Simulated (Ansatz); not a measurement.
**CuAu under changes of volume**

One of the cells (15.351 Å³/atom); the others are scaled copies at fixed shape and fractional positions:

```xyz
2
Lattice="1.4431 0.8331 4.2562 -1.4431 0.8331 4.2562 0.0000 -1.6663 4.2562" Properties=species:S:1:pos:R:3 pbc="T T T"
Au    0.0000    0.0000    0.0000
Cu    0.0000    0.0000    6.3843
```

The cell comes from a database or a generator and needn't be the stable form of this composition.

| Quantity | Value |
| --- | --- |
| Program | Ansatz 0.2.0 |
| Functional | PBEsol |
| Potentials or basis | Ansatz PAW |
| Cutoff | 420 eV (not typed: the program's choice for these potentials) |
| k mesh | 11 × 11 × 11 |
| Occupations | fermi-dirac, width 0.05 eV |
| Spin | no spin polarisation |

```csv
volume (Å³/atom),energy over the lowest point (meV/atom),pressure (GPa)
14.430,0.00,0.8
14.737,1.75,-2.6
15.044,9.58,-5.5
15.351,22.69,-8.1
15.658,40.41,-10.3
15.965,?,?
16.272,87.33,-14.0
```

Problem. What does the run at 15.965 Å³/atom give?

Solution. Energy over the lowest point 62.14 meV/atom; pressure -12.3 GPa.

Worked out: A Birch-Murnaghan fit of order 3 (a polynomial in V^(-2/3)) to the other rows has its minimum at 14.50 Å³/atom with B0 = V·E''(V) = 166 GPa and B' = 5.5 at fixed shape and positions, which overstates the stiffness. It gives 62.13 meV/atom at 15.965 Å³/atom, against the run's 62.14, and -dE/dV = -12.3 GPa, against -12.3.

Energies are extrapolated to zero smearing.

Caveats: the PAW data sets come from PBE, with cores solved anew for the run's functional, which leaves a small shift of forces and pressure.
